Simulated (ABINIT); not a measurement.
# PbSe (Clausthalite) (Fm-3m) in ABINIT: settings compared

Aim: see how the results for PbSe (Clausthalite) move with the level of theory and the settings. Levels: LDA-VWN, revPBE+D3. Tasks: band structure, equation of state.

Program: ABINIT 10.8.3 (patched build). These are calculated values, not measurements. Logs are shortened: lines on timing, memory, paths and dates and some standing lists are left out, and cuts for length are marked. The log counts tension as positive stress, the text compression.

**What was measured.**

From a printed reference work, monograph, for a bulk crystal of PbSe at 4.2 K: band gap 0.15 eV (direct).

How close the calculation comes is told below.

### 1 The structure

The structure is cubic, space group Fm-3m (No. 225). Conventional cell: a = 6.121 Å, b = 6.121 Å, c = 6.121 Å, α = 90.00°, β = 90.00°, γ = 90.00°. Pb (site symmetry m-3m) is surrounded by 6 Se at 3.06 Å. Se (site symmetry m-3m) is surrounded by 6 Pb at 3.06 Å.

### 2 Band structure, LDA-VWN

Contents of run.abi:

```
# Datasets: ground state, then fixed potential
ndtset 2

# Pseudopotentials
pp_dirpath "./"
pseudos "Pb.LDA_PW-JTH_sp.xml, Se.LDA_PW-JTH.xml"

# Structure
acell 3*1.0
rprim
     0.0000000000     5.7837902633     5.7837902633
     5.7837902633     0.0000000000     5.7837902633
     5.7837902633     5.7837902633     0.0000000000
ntypat 2
znucl 82 34
natom 2
typat 1 2
xred
     0.0000000000     0.0000000000     0.0000000000
     0.5000000000     0.5000000000     0.5000000000

# Plane-wave basis
ecut 15.0
pawecutdg 30.0

# Exchange and correlation
ixc -1007

# Bands and occupations
occopt 3
tsmear 0.05 eV

# SCF cycle
nstep 100

# Output
iomode 3
prtwf 0
prteig 0
prtebands 0
enunit 2
prtden1 1

# Dataset 1
kptopt1 1
ngkpt1 8 8 8
nshiftk1 1
shiftk1 0.0 0.0 0.0
nband1 9
tolvrs1 1.0e-9

# Dataset 2: bands along G-X-W-K-G-L-U-W-L-K
iscf2 -2
getden2 1
nband2 13
nbdbuf2 2
tolwfr2 1.0e-12
kptopt2 -9
ndivsm2 5
prteig2 1
kptbounds2
     0.0000000000     0.0000000000     0.0000000000
     0.5000000000     0.0000000000     0.5000000000
     0.5000000000     0.2500000000     0.7500000000
     0.3750000000     0.3750000000     0.7500000000
     0.0000000000     0.0000000000     0.0000000000
     0.5000000000     0.5000000000     0.5000000000
     0.6250000000     0.2500000000     0.6250000000
     0.5000000000     0.2500000000     0.7500000000
     0.5000000000     0.5000000000     0.5000000000
     0.3750000000     0.3750000000     0.7500000000
```

Potentials or basis: JTH PAW LDA v2.0 sp.

Run with:

```
abinit run.abi > log 2>&1
```

run.abo:

```text
.Version 10.8.3 of ABINIT
 DATASET    1 : space group Fm -3 m (#225); Bravais cF (face-center cubic)
================================================================================
 Values of the parameters that define the memory need for DATASET  1.
     intxc =       0    ionmov =       0      iscf =      17    lmnmax =      13
     lnmax =       5     mgfft =      30  mpssoang =       3    mqgrid =    3001
     natom =       2  nloc_mem =       2    nspden =       1   nspinor =       1
    nsppol =       1      nsym =      48    n1xccc =       1    ntypat =       2
    occopt =       3   xclevel =       1
       mpw =        1084          nfft =       27000          nkpt =          29
 PAW method is used; the additional fine FFT grid is defined by:
   mgfftf=        45    nfftf =     91125
================================================================================
================================================================================

 DATASET    2 : space group Fm -3 m (#225); Bravais cF (face-center cubic)
================================================================================
 Values of the parameters that define the memory need for DATASET  2.
     intxc =       0    ionmov =       0      iscf =      -2    lmnmax =      13
     lnmax =       5     mgfft =      30  mpssoang =       3    mqgrid =    3001
     natom =       2  nloc_mem =       2    nspden =       1   nspinor =       1
    nsppol =       1      nsym =      48    n1xccc =       1    ntypat =       2
    occopt =       3   xclevel =       1
       mpw =        1089          nfft =       27000          nkpt =          87
 PAW method is used; the additional fine FFT grid is defined by:
   mgfftf=        45    nfftf =     91125
================================================================================
================================================================================

--------------------------------------------------------------------------------
------------- Echo of variables that govern the present computation ------------
--------------------------------------------------------------------------------
 -outvars: echo values of preprocessed input variables --------
            acell      1.0000000000E+00  1.0000000000E+00  1.0000000000E+00 Bohr
              amu      2.07200000E+02  7.89600000E+01
             ecut      1.50000000E+01 Hartree
           enunit           2
           getden1          0
           getden2          1
             iscf1         17
             iscf2         -2
                       outvar_i_n : Printing only first  50 k-points.
              ixc       -1007
           jdtset        1    2
[... 1102 lines left out ...]
 kpt#  83, nband= 13, wtk=  1.00000, kpt=  0.4306  0.4306  0.6389 (reduced coord)
  -0.45837   -0.31829   -0.12786   -0.07928   -0.05890    0.07061    0.09719    0.14952
   0.25671    0.31105    0.33161    0.37118    0.37630
 kpt#  84, nband= 13, wtk=  1.00000, kpt=  0.4167  0.4167  0.6667 (reduced coord)
  -0.45690   -0.31405   -0.14319   -0.08583   -0.06879    0.08601    0.10946    0.16705
   0.24332    0.31536    0.33151    0.36738    0.37453
 kpt#  85, nband= 13, wtk=  1.00000, kpt=  0.4028  0.4028  0.6944 (reduced coord)
  -0.45558   -0.30966   -0.15589   -0.09183   -0.07738    0.09999    0.12144    0.18074
   0.23007    0.32347    0.33316    0.36321    0.37230
 kpt#  86, nband= 13, wtk=  1.00000, kpt=  0.3889  0.3889  0.7222 (reduced coord)
  -0.45459   -0.30547   -0.16524   -0.09707   -0.08472    0.11188    0.13264    0.19070
   0.21766    0.33288    0.33662    0.35958    0.36951
 kpt#  87, nband= 13, wtk=  1.00000, kpt=  0.3750  0.3750  0.7500 (reduced coord)
  -0.45415   -0.30181   -0.17061   -0.10143   -0.09084    0.12118    0.14268    0.19702
   0.20669    0.34033    0.34165    0.35823    0.36608
 Eigenvalues (   eV  ) for nkpt=  87  k points:
 kpt#   1, nband= 13, wtk=  1.00000, kpt=  0.0000  0.0000  0.0000 (reduced coord)
 -13.67704   -6.50584   -1.85498   -1.85498   -1.85498    4.57995    4.57995    4.57995
   6.23111    6.23111    6.23111    7.99037    7.99038
 kpt#   2, nband= 13, wtk=  1.00000, kpt=  0.0357  0.0000  0.0357 (reduced coord)
 -13.66384   -6.54951   -1.87586   -1.87586   -1.77720    4.29512    4.55641    4.55641
   6.13182    6.31874    6.31874    8.00097    8.07050
 kpt#   3, nband= 13, wtk=  1.00000, kpt=  0.0714  0.0000  0.0714 (reduced coord)
 -13.62455   -6.66979   -1.93687   -1.93687   -1.56073    3.63706    4.50550    4.50550
   5.88822    6.55903    6.55903    8.03256    8.14100
 kpt#   4, nband= 13, wtk=  1.00000, kpt=  0.1071  0.0000  0.1071 (reduced coord)
 -13.56013   -6.84125   -2.03332   -2.03332   -1.25510    2.87102    4.46237    4.46237
   5.58381    6.90815    6.90815    8.08446    8.23214
 kpt#   5, nband= 13, wtk=  1.00000, kpt=  0.1429  0.0000  0.1429 (reduced coord)
 -13.47228   -7.03591   -2.15815   -2.15815   -0.95550    2.17594    4.45078    4.45078
   5.26752    7.32812    7.32812    8.15551    8.35620
 kpt#   6, nband= 13, wtk=  1.00000, kpt=  0.1786  0.0000  0.1786 (reduced coord)
 -13.36355   -7.23048   -2.30280   -2.30280   -0.84971    1.76201    4.48043    4.48043
[... 230 lines left out ...]
 -12.47288   -8.66112   -3.47926   -2.15742   -1.60288    1.92139    2.64457    4.06871
   6.98553    8.46412    9.02348   10.10046   10.23973
 kpt#  84, nband= 13, wtk=  1.00000, kpt=  0.4167  0.4167  0.6667 (reduced coord)
 -12.43294   -8.54580   -3.89629   -2.33565   -1.87183    2.34040    2.97844    4.54577
   6.62100    8.58150    9.02094    9.99703   10.19138
 kpt#  85, nband= 13, wtk=  1.00000, kpt=  0.4028  0.4028  0.6944 (reduced coord)
 -12.39690   -8.42638   -4.24190   -2.49884   -2.10558    2.72096    3.30451    4.91822
   6.26043    8.80208    9.06583    9.88333   10.13068
 kpt#  86, nband= 13, wtk=  1.00000, kpt=  0.3889  0.3889  0.7222 (reduced coord)
 -12.37008   -8.31232   -4.49628   -2.64148   -2.30526    3.04440    3.60921    5.18914
   5.92273    9.05816    9.15995    9.78467   10.05500
 kpt#  87, nband= 13, wtk=  1.00000, kpt=  0.3750  0.3750  0.7500 (reduced coord)
 -12.35801   -8.21273   -4.64254   -2.75995   -2.47177    3.29746    3.88260    5.36116
   5.62443    9.26074    9.29666    9.74799    9.96141

== END DATASET(S) ==============================================================
================================================================================

 -outvars: echo values of variables after computation  --------
            acell      1.0000000000E+00  1.0000000000E+00  1.0000000000E+00 Bohr
           etotal1    -1.3490882617E+01
            fcart1    -0.0000000000E+00 -0.0000000000E+00 -0.0000000000E+00
                      -0.0000000000E+00 -0.0000000000E+00 -0.0000000000E+00
            rprim      0.0000000000E+00  5.7837902633E+00  5.7837902633E+00
                       5.7837902633E+00  0.0000000000E+00  5.7837902633E+00
                       5.7837902633E+00  5.7837902633E+00  0.0000000000E+00
           strten1     7.1816535358E-05  7.1816535358E-05  7.1816535358E-05
                       0.0000000000E+00  0.0000000000E+00  0.0000000000E+00
           xangst      0.0000000000E+00  0.0000000000E+00  0.0000000000E+00
                       3.0606499979E+00  3.0606499979E+00  3.0606499979E+00
             xred      0.0000000000E+00  0.0000000000E+00  0.0000000000E+00
                       5.0000000000E-01  5.0000000000E-01  5.0000000000E-01
 Calculation completed.
```

It took 24 s on 1 thread of Arm Neoverse V2, shared host; peak memory 0.11 GiB.

What came out:

| Property | Result |
| --- | --- |
| Free energy | -367.1056 eV |
| Pressure | -2.1 GPa |
| Band gap on the k mesh | 0.20 eV, direct |
| Band gap along the path | 0.20 eV, direct |
| Valence electrons inside the program's atomic spheres | Pb 2.55; Se 3.90 |

Levels at the corners of the path, in eV from the valence-band top:
```csv
point,band 1,band 2,band 3,band 4,band 5,band 6,band 7,band 8,band 9,band 10
Γ,-13.60,-6.43,-1.78,-1.78,-1.78,4.65,4.65,4.65,6.31,6.31
X,-12.32,-7.50,-4.97,-3.18,-3.18,3.64,5.57,5.57,6.01,9.16
W,-12.25,-8.12,-4.22,-4.22,-0.74,1.80,4.96,4.96,7.46,7.46
K,-12.28,-8.14,-4.57,-2.69,-2.40,3.37,3.96,5.44,5.70,9.34
Γ,-13.60,-6.43,-1.78,-1.78,-1.78,4.65,4.65,4.65,6.31,6.31
L,-12.52,-8.89,-1.42,-1.42,0.00,0.20,1.63,1.63,8.02,9.38
U,-12.28,-8.14,-4.57,-2.69,-2.40,3.37,3.96,5.44,5.70,9.34
W,-12.25,-8.12,-4.22,-4.22,-0.74,1.80,4.96,4.96,7.46,7.46
L,-12.52,-8.89,-1.42,-1.42,0.00,0.20,1.63,1.63,8.02,9.38
K,-12.28,-8.14,-4.57,-2.69,-2.40,3.37,3.96,5.44,5.70,9.34
```

Caveat: spin-orbit coupling is left out, which as a rule narrows the gap of such compounds by several tenths of an eV; this set keeps more shells in the core, which shifts pressures and gaps.

### 3 Equation of state, revPBE+D3

Contents of run.abi:

```
# Datasets: one volume each
ndtset 7
getwfk -1
scalecart1 3*0.9795861087
scalecart2 3*0.9864848297
scalecart3 3*0.9932883884
scalecart4 3*1.0000000000
scalecart5 3*1.0066227096
scalecart6 3*1.0131594038
scalecart7 3*1.0196128224

# Pseudopotentials
pp_dirpath "./"
pseudos "Pb.GGA_PBE-JTH.xml, Se.GGA_PBE-JTH.xml"

# Structure
acell 8.1795146323 8.1795146323 8.1795146323
rprim
     0.0000000000     0.7071067812     0.7071067812
     0.7071067812     0.0000000000     0.7071067812
     0.7071067812     0.7071067812     0.0000000000
ntypat 2
znucl 82 34
natom 2
typat 1 2
xred
     0.0000000000     0.0000000000     0.0000000000
     0.5000000000     0.5000000000     0.5000000000

# Plane-wave basis
ecut 17.0
pawecutdg 34.0

# k points
kptopt 1
ngkpt 8 8 8
nshiftk 1
shiftk 0.0 0.0 0.0

# Exchange and correlation
ixc 14
vdw_xc 6

# Bands and occupations
nband 14
occopt 3
tsmear 0.05 eV

# SCF cycle
nstep 100
tolvrs 1.0e-9

# Output
iomode 3
prtwf 1
prtden 0
prteig 0
prtebands 0
enunit 2
```

Potentials or basis: JTH PAW PBE v2.0.

Run with:

```
abinit run.abi > log 2>&1
```

Run time: 1.8 min. Hardware: 1 thread of Arm Neoverse V2, shared host; peak memory 0.15 GiB.

The run converged. Its results:

```yaml
Equilibrium_volume: 29.90 Å³/atom
Bulk_modulus: 42 GPa
Pressure_derivative_of_the_bulk_modulus: "5.0 (rough: it moves with the points fitted)"
```

Energy against volume, from the lowest point:
```csv
volume (Å³/atom),energy (meV/atom)
26.951,46.75
27.524,29.24
28.097,15.95
28.671,7.25
29.244,2.01
29.818,0.00
30.391,0.99
```

Caveat: the cutoff is too short for stress, so the log's stress isn't used; pressures at fixed basis lie under the slope of the energies; the PAW data sets were made with another functional, which shifts forces and pressure a little. The run has no spin-orbit coupling, so splittings on Pb are missing.

### 4 How close it comes

Step 2. A measured gap of PbSe is 0.15 eV (direct; 4.2 K; a printed reference work, monograph); the calculated 0.20 eV misses it by +0.05 eV. 2 values of this kind are on record (0.15 to 0.28 eV); this one was drawn at random. Spin-orbit coupling on Pb, Se is left out. The value is that of LDA-VWN, without temperature or zero-point motion.

Step 3. The cell as given is a measured one (28.67 Å³/atom); revPBE+D3 puts the equilibrium volume +4.3 % from it, thermal expansion not counted.
